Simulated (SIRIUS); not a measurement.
# Ta (Im-3m) in SIRIUS: a series of runs, part 2 of 3

SIRIUS 7.12.0.

## (4) Equation of state, PW91, 17.65 Å³/atom (volume scaled by 0.98)

sirius.json reads:

```json
{
  "control": {
    "processing_unit": "cpu",
    "std_evp_solver_name": "lapack",
    "gen_evp_solver_name": "lapack",
    "verbosity": 2,
    "print_forces": false,
    "ortho_rf": true,
    "use_second_variation": true,
    "rmt_max": 3.0,
    "num_bands_to_print": 22,
    "save_wf": true
  },
  "parameters": {
    "electronic_structure_method": "full_potential_lapwlo",
    "xc_functionals": ["XC_GGA_X_PW91", "XC_GGA_C_PW91"],
    "core_relativity": "dirac",
    "valence_relativity": "iora",
    "num_fv_states": 22,
    "smearing": "fermi_dirac",
    "smearing_width": 0.0018374661,
    "pw_cutoff": 20,
    "gk_cutoff": 3.54,
    "lmax_apw": 11,
    "lmax_rho": 8,
    "lmax_pot": 8,
    "num_mag_dims": 0,
    "auto_rmt": 0,
    "ngridk": [11, 11, 11],
    "shiftk": [0, 0, 0],
    "num_dft_iter": 80,
    "energy_tol": 1e-07,
    "density_tol": 1e-05,
    "use_symmetry": true
  },
  "settings": {"tol_ne": 1e-10},
  "iterative_solver": {"type": "exact"},
  "mixer": {"type": "anderson", "beta": 0.5, "max_history": 8},
  "unit_cell": {
    "lattice_vectors": [
      [-3.0995235929, 3.0995235929, 3.0995235929],
      [3.0995235929, -3.0995235929, 3.0995235929],
      [3.0995235929, 3.0995235929, -3.0995235929]
    ],
    "atom_types": ["Ta"],
    "atom_files": {"Ta": "Ta.json"},
    "atoms": {"Ta": [[0.0, 0.0, 0.0]]}
  }
}
```

Ta.json reads:

```json
{
  "name": "tantalum",
  "symbol": "Ta",
  "number": 73,
  "mass": 180.94788,
  "rmin": 1e-06,
  "rmt": 2.6,
  "nrmt": 800,
  "rinf": 15.8,
  "core": "1s2s2p3s3p3d4s4p4d",
  "valence": [
    {"basis": [{"enu": 0.21, "dme": 0, "n": 0, "auto": 0}, {"enu": 0.21, "dme": 1, "n": 0, "auto": 0}]},
    {"l": 0, "n": 1, "basis": [{"enu": 0.31, "dme": 0, "n": 0, "auto": 0}]},
    {"l": 1, "n": 2, "basis": [{"enu": 0.31, "dme": 0, "n": 0, "auto": 0}]},
    {"l": 2, "n": 3, "basis": [{"enu": 0.31, "dme": 0, "n": 0, "auto": 0}]},
    {"l": 3, "n": 4, "basis": [{"enu": 0.31, "dme": 0, "n": 0, "auto": 0}]},
    {"l": 4, "n": 5, "basis": [{"enu": 0.31, "dme": 0, "n": 0, "auto": 0}]}
  ],
  "lo": [
    {"l": 0, "basis": [{"enu": 0.31, "dme": 0, "n": 0, "auto": 0}, {"enu": 0.31, "dme": 1, "n": 0, "auto": 0}]},
    {
      "l": 0,
      "basis": [{"enu": -2.2272, "dme": 0, "n": 5, "auto": 1}, {"enu": -2.2272, "dme": 1, "n": 5, "auto": 1}]
    },
    {
      "l": 0,
      "basis": [{"enu": -2.2272, "dme": 1, "n": 5, "auto": 1}, {"enu": 0.31, "dme": 0, "n": 0, "auto": 0}]
    },
    {"l": 0, "basis": [{"enu": 0.31, "dme": 0, "n": 0, "auto": 0}, {"enu": 2.6769, "dme": 0, "n": 0, "auto": 0}]},
    {"l": 1, "basis": [{"enu": 0.31, "dme": 0, "n": 0, "auto": 0}, {"enu": 0.31, "dme": 1, "n": 0, "auto": 0}]},
    {
      "l": 1,
      "basis": [{"enu": -1.0003, "dme": 0, "n": 5, "auto": 1}, {"enu": -1.0003, "dme": 1, "n": 5, "auto": 1}]
    },
    {
      "l": 1,
      "basis": [{"enu": -1.0003, "dme": 1, "n": 5, "auto": 1}, {"enu": 0.31, "dme": 0, "n": 0, "auto": 0}]
    },
    {"l": 1, "basis": [{"enu": 0.31, "dme": 0, "n": 0, "auto": 0}, {"enu": 3.0319, "dme": 0, "n": 0, "auto": 0}]},
    {"l": 2, "basis": [{"enu": 0.31, "dme": 0, "n": 0, "auto": 0}, {"enu": 0.31, "dme": 1, "n": 0, "auto": 0}]},
    {"l": 2, "basis": [{"enu": 0.31, "dme": 1, "n": 0, "auto": 0}, {"enu": 0.31, "dme": 2, "n": 0, "auto": 0}]},
    {"l": 2, "basis": [{"enu": 0.31, "dme": 0, "n": 0, "auto": 0}, {"enu": 2.6177, "dme": 0, "n": 0, "auto": 0}]},
    {"l": 3, "basis": [{"enu": 0.31, "dme": 0, "n": 0, "auto": 0}, {"enu": 0.31, "dme": 1, "n": 0, "auto": 0}]},
    {
      "l": 3,
      "basis": [{"enu": -0.4747, "dme": 0, "n": 4, "auto": 1}, {"enu": -0.4747, "dme": 1, "n": 4, "auto": 1}]
    },
    {
      "l": 3,
      "basis": [{"enu": -0.4747, "dme": 1, "n": 4, "auto": 1}, {"enu": 0.31, "dme": 0, "n": 0, "auto": 0}]
    },
    {"l": 3, "basis": [{"enu": 0.31, "dme": 0, "n": 0, "auto": 0}, {"enu": 3.742, "dme": 0, "n": 0, "auto": 0}]},
    {"l": 4, "basis": [{"enu": 0.31, "dme": 0, "n": 0, "auto": 0}, {"enu": 0.31, "dme": 1, "n": 0, "auto": 0}]},
    {"l": 4, "basis": [{"enu": 0.31, "dme": 0, "n": 0, "auto": 0}, {"enu": 3.1502, "dme": 0, "n": 0, "auto": 0}]}
  ],
  "free_atom": [... radial grid and density of the free atom, the start of the SCF ...]
}
```

sirius_start.json reads:

```json
{
  "control": {
    "processing_unit": "cpu",
    "std_evp_solver_name": "lapack",
    "gen_evp_solver_name": "lapack",
    "verbosity": 1,
    "print_forces": false,
    "ortho_rf": true,
    "use_second_variation": true,
    "rmt_max": 3.0,
    "num_bands_to_print": 22,
    "save_wf": false
  },
  "parameters": {
    "electronic_structure_method": "full_potential_lapwlo",
    "xc_functionals": ["XC_LDA_X", "XC_LDA_C_PW"],
    "core_relativity": "dirac",
    "valence_relativity": "iora",
    "num_fv_states": 22,
    "smearing": "fermi_dirac",
    "smearing_width": 0.0055123983,
    "pw_cutoff": 20,
    "gk_cutoff": 2.83,
    "lmax_apw": 11,
    "lmax_rho": 8,
    "lmax_pot": 8,
    "num_mag_dims": 0,
    "auto_rmt": 0,
    "ngridk": [4, 4, 4],
    "shiftk": [0, 0, 0],
    "num_dft_iter": 30,
    "energy_tol": 0.01,
    "density_tol": 0.05,
    "use_symmetry": true
  },
  "settings": {"tol_ne": 1e-10},
  "iterative_solver": {"type": "exact"},
  "mixer": {"type": "anderson", "beta": 0.5, "max_history": 8},
  "unit_cell": {
    "lattice_vectors": [
      [-3.0995235929, 3.0995235929, 3.0995235929],
      [3.0995235929, -3.0995235929, 3.0995235929],
      [3.0995235929, 3.0995235929, -3.0995235929]
    ],
    "atom_types": ["Ta"],
    "atom_files": {"Ta": "Ta.json"},
    "atoms": {"Ta": [[0.0, 0.0, 0.0]]}
  }
}
```

The run is started by

```console
OMP_NUM_THREADS=1 sirius.scf --input=sirius_start.json --output=start.json
OMP_NUM_THREADS=1 sirius.scf --input=sirius.json --output=output.json --task=1
```

Run time: 48 s. Hardware: 1 thread of Arm Neoverse V1, shared host; peak memory 0.34 GiB.

Results (log left out):

| Quantity | Value |
| --- | --- |
| Free energy | -425251.9888 eV |
| Band gap on the k mesh | none (metal or under the smearing width) |
| All electrons inside the program's atomic spheres | Ta 71.28 (radii Ta 2.6 bohr) |

## (5) Equation of state, PW91, 18.01 Å³/atom

sirius.json: that of step 4 with these lines changed.

```diff
@@ -40,5 +40,5 @@
     "lattice_vectors": [
-      [-3.0995235929, 3.0995235929, 3.0995235929],
-      [3.0995235929, -3.0995235929, 3.0995235929],
-      [3.0995235929, 3.0995235929, -3.0995235929]
+      [-3.1204669551, 3.1204669551, 3.1204669551],
+      [3.1204669551, -3.1204669551, 3.1204669551],
+      [3.1204669551, 3.1204669551, -3.1204669551]
     ],
```

Ta.json reads:

```json
{
  "name": "tantalum",
  "symbol": "Ta",
  "number": 73,
  "mass": 180.94788,
  "rmin": 1e-06,
  "rmt": 2.6,
  "nrmt": 800,
  "rinf": 15.8,
  "core": "1s2s2p3s3p3d4s4p4d",
  "valence": [
    {"basis": [{"enu": 0.2, "dme": 0, "n": 0, "auto": 0}, {"enu": 0.2, "dme": 1, "n": 0, "auto": 0}]},
    {"l": 0, "n": 1, "basis": [{"enu": 0.3, "dme": 0, "n": 0, "auto": 0}]},
    {"l": 1, "n": 2, "basis": [{"enu": 0.3, "dme": 0, "n": 0, "auto": 0}]},
    {"l": 2, "n": 3, "basis": [{"enu": 0.3, "dme": 0, "n": 0, "auto": 0}]},
    {"l": 3, "n": 4, "basis": [{"enu": 0.3, "dme": 0, "n": 0, "auto": 0}]},
    {"l": 4, "n": 5, "basis": [{"enu": 0.3, "dme": 0, "n": 0, "auto": 0}]}
  ],
  "lo": [
    {"l": 0, "basis": [{"enu": 0.3, "dme": 0, "n": 0, "auto": 0}, {"enu": 0.3, "dme": 1, "n": 0, "auto": 0}]},
    {
      "l": 0,
      "basis": [{"enu": -2.2372, "dme": 0, "n": 5, "auto": 1}, {"enu": -2.2372, "dme": 1, "n": 5, "auto": 1}]
    },
    {"l": 0, "basis": [{"enu": -2.2372, "dme": 1, "n": 5, "auto": 1}, {"enu": 0.3, "dme": 0, "n": 0, "auto": 0}]},
    {"l": 0, "basis": [{"enu": 0.3, "dme": 0, "n": 0, "auto": 0}, {"enu": 2.6669, "dme": 0, "n": 0, "auto": 0}]},
    {"l": 1, "basis": [{"enu": 0.3, "dme": 0, "n": 0, "auto": 0}, {"enu": 0.3, "dme": 1, "n": 0, "auto": 0}]},
    {
      "l": 1,
      "basis": [{"enu": -1.0103, "dme": 0, "n": 5, "auto": 1}, {"enu": -1.0103, "dme": 1, "n": 5, "auto": 1}]
    },
    {"l": 1, "basis": [{"enu": -1.0103, "dme": 1, "n": 5, "auto": 1}, {"enu": 0.3, "dme": 0, "n": 0, "auto": 0}]},
    {"l": 1, "basis": [{"enu": 0.3, "dme": 0, "n": 0, "auto": 0}, {"enu": 3.0219, "dme": 0, "n": 0, "auto": 0}]},
    {"l": 2, "basis": [{"enu": 0.3, "dme": 0, "n": 0, "auto": 0}, {"enu": 0.3, "dme": 1, "n": 0, "auto": 0}]},
    {"l": 2, "basis": [{"enu": 0.3, "dme": 1, "n": 0, "auto": 0}, {"enu": 0.3, "dme": 2, "n": 0, "auto": 0}]},
    {"l": 2, "basis": [{"enu": 0.3, "dme": 0, "n": 0, "auto": 0}, {"enu": 2.6077, "dme": 0, "n": 0, "auto": 0}]},
    {"l": 3, "basis": [{"enu": 0.3, "dme": 0, "n": 0, "auto": 0}, {"enu": 0.3, "dme": 1, "n": 0, "auto": 0}]},
    {
      "l": 3,
      "basis": [{"enu": -0.4847, "dme": 0, "n": 4, "auto": 1}, {"enu": -0.4847, "dme": 1, "n": 4, "auto": 1}]
    },
    {"l": 3, "basis": [{"enu": -0.4847, "dme": 1, "n": 4, "auto": 1}, {"enu": 0.3, "dme": 0, "n": 0, "auto": 0}]},
    {"l": 3, "basis": [{"enu": 0.3, "dme": 0, "n": 0, "auto": 0}, {"enu": 3.732, "dme": 0, "n": 0, "auto": 0}]},
    {"l": 4, "basis": [{"enu": 0.3, "dme": 0, "n": 0, "auto": 0}, {"enu": 0.3, "dme": 1, "n": 0, "auto": 0}]},
    {"l": 4, "basis": [{"enu": 0.3, "dme": 0, "n": 0, "auto": 0}, {"enu": 3.1402, "dme": 0, "n": 0, "auto": 0}]}
  ],
  "free_atom": [... radial grid and density of the free atom, the start of the SCF ...]
}
```

sirius_start.json: that of step 4 with these lines changed.

```diff
@@ -40,5 +40,5 @@
     "lattice_vectors": [
-      [-3.0995235929, 3.0995235929, 3.0995235929],
-      [3.0995235929, -3.0995235929, 3.0995235929],
-      [3.0995235929, 3.0995235929, -3.0995235929]
+      [-3.1204669551, 3.1204669551, 3.1204669551],
+      [3.1204669551, -3.1204669551, 3.1204669551],
+      [3.1204669551, 3.1204669551, -3.1204669551]
     ],
```

The run is started by

```console
OMP_NUM_THREADS=1 sirius.scf --input=sirius_start.json --output=start.json
OMP_NUM_THREADS=1 sirius.scf --input=sirius.json --output=output.json --task=1
```

Wall time 89 s (1 thread of Arm Neoverse V1, shared host); peak memory 0.35 GiB.

It converged, with:

| Item | Value |
| --- | --- |
| Free energy | -425251.9984 eV |
| Band gap on the k mesh | none (metal or under the smearing width) |
| All electrons inside the program's atomic spheres | Ta 71.23 (radii Ta 2.6 bohr) |

## (6) Equation of state, PW91, 18.37 Å³/atom (volume scaled by 1.02)

sirius.json: that of step 5 with these lines changed.

```diff
@@ -40,5 +40,5 @@
     "lattice_vectors": [
-      [-3.1204669551, 3.1204669551, 3.1204669551],
-      [3.1204669551, -3.1204669551, 3.1204669551],
-      [3.1204669551, 3.1204669551, -3.1204669551]
+      [-3.1411329013, 3.1411329013, 3.1411329013],
+      [3.1411329013, -3.1411329013, 3.1411329013],
+      [3.1411329013, 3.1411329013, -3.1411329013]
     ],
```

Ta.json reads:

```json
{
  "name": "tantalum",
  "symbol": "Ta",
  "number": 73,
  "mass": 180.94788,
  "rmin": 1e-06,
  "rmt": 2.6,
  "nrmt": 800,
  "rinf": 15.8,
  "core": "1s2s2p3s3p3d4s4p4d",
  "valence": [
    {"basis": [{"enu": 0.19, "dme": 0, "n": 0, "auto": 0}, {"enu": 0.19, "dme": 1, "n": 0, "auto": 0}]},
    {"l": 0, "n": 1, "basis": [{"enu": 0.29, "dme": 0, "n": 0, "auto": 0}]},
    {"l": 1, "n": 2, "basis": [{"enu": 0.29, "dme": 0, "n": 0, "auto": 0}]},
    {"l": 2, "n": 3, "basis": [{"enu": 0.29, "dme": 0, "n": 0, "auto": 0}]},
    {"l": 3, "n": 4, "basis": [{"enu": 0.29, "dme": 0, "n": 0, "auto": 0}]},
    {"l": 4, "n": 5, "basis": [{"enu": 0.29, "dme": 0, "n": 0, "auto": 0}]}
  ],
  "lo": [
    {"l": 0, "basis": [{"enu": 0.29, "dme": 0, "n": 0, "auto": 0}, {"enu": 0.29, "dme": 1, "n": 0, "auto": 0}]},
    {
      "l": 0,
      "basis": [{"enu": -2.2472, "dme": 0, "n": 5, "auto": 1}, {"enu": -2.2472, "dme": 1, "n": 5, "auto": 1}]
    },
    {
      "l": 0,
      "basis": [{"enu": -2.2472, "dme": 1, "n": 5, "auto": 1}, {"enu": 0.29, "dme": 0, "n": 0, "auto": 0}]
    },
    {"l": 0, "basis": [{"enu": 0.29, "dme": 0, "n": 0, "auto": 0}, {"enu": 2.6569, "dme": 0, "n": 0, "auto": 0}]},
    {"l": 1, "basis": [{"enu": 0.29, "dme": 0, "n": 0, "auto": 0}, {"enu": 0.29, "dme": 1, "n": 0, "auto": 0}]},
    {
      "l": 1,
      "basis": [{"enu": -1.0203, "dme": 0, "n": 5, "auto": 1}, {"enu": -1.0203, "dme": 1, "n": 5, "auto": 1}]
    },
    {
      "l": 1,
      "basis": [{"enu": -1.0203, "dme": 1, "n": 5, "auto": 1}, {"enu": 0.29, "dme": 0, "n": 0, "auto": 0}]
    },
    {"l": 1, "basis": [{"enu": 0.29, "dme": 0, "n": 0, "auto": 0}, {"enu": 3.0119, "dme": 0, "n": 0, "auto": 0}]},
    {"l": 2, "basis": [{"enu": 0.29, "dme": 0, "n": 0, "auto": 0}, {"enu": 0.29, "dme": 1, "n": 0, "auto": 0}]},
    {"l": 2, "basis": [{"enu": 0.29, "dme": 1, "n": 0, "auto": 0}, {"enu": 0.29, "dme": 2, "n": 0, "auto": 0}]},
    {"l": 2, "basis": [{"enu": 0.29, "dme": 0, "n": 0, "auto": 0}, {"enu": 2.5977, "dme": 0, "n": 0, "auto": 0}]},
    {"l": 3, "basis": [{"enu": 0.29, "dme": 0, "n": 0, "auto": 0}, {"enu": 0.29, "dme": 1, "n": 0, "auto": 0}]},
    {
      "l": 3,
      "basis": [{"enu": -0.4947, "dme": 0, "n": 4, "auto": 1}, {"enu": -0.4947, "dme": 1, "n": 4, "auto": 1}]
    },
    {
      "l": 3,
      "basis": [{"enu": -0.4947, "dme": 1, "n": 4, "auto": 1}, {"enu": 0.29, "dme": 0, "n": 0, "auto": 0}]
    },
    {"l": 3, "basis": [{"enu": 0.29, "dme": 0, "n": 0, "auto": 0}, {"enu": 3.722, "dme": 0, "n": 0, "auto": 0}]},
    {"l": 4, "basis": [{"enu": 0.29, "dme": 0, "n": 0, "auto": 0}, {"enu": 0.29, "dme": 1, "n": 0, "auto": 0}]},
    {"l": 4, "basis": [{"enu": 0.29, "dme": 0, "n": 0, "auto": 0}, {"enu": 3.1302, "dme": 0, "n": 0, "auto": 0}]}
  ],
  "free_atom": [... radial grid and density of the free atom, the start of the SCF ...]
}
```

sirius_start.json: that of step 5 with these lines changed.

```diff
@@ -40,5 +40,5 @@
     "lattice_vectors": [
-      [-3.1204669551, 3.1204669551, 3.1204669551],
-      [3.1204669551, -3.1204669551, 3.1204669551],
-      [3.1204669551, 3.1204669551, -3.1204669551]
+      [-3.1411329013, 3.1411329013, 3.1411329013],
+      [3.1411329013, -3.1411329013, 3.1411329013],
+      [3.1411329013, 3.1411329013, -3.1411329013]
     ],
```

Potentials or basis: all-electron FP-LAPW, apw+lo standard.

The run is started by

```console
OMP_NUM_THREADS=1 sirius.scf --input=sirius_start.json --output=start.json
OMP_NUM_THREADS=1 sirius.scf --input=sirius.json --output=output.json --task=1
```

Run time: 2.6 min. Hardware: 1 thread of Arm Neoverse V1, shared host; peak memory 0.35 GiB.

The run converged. Its results:

```
Free energy                                       : -425251.9987 eV
Band gap on the k mesh                            : none (metal or under the smearing width)
All electrons inside the program's atomic spheres : Ta 71.19 (radii Ta 2.6 bohr)
```

(Part 2 of 3 ends here.)
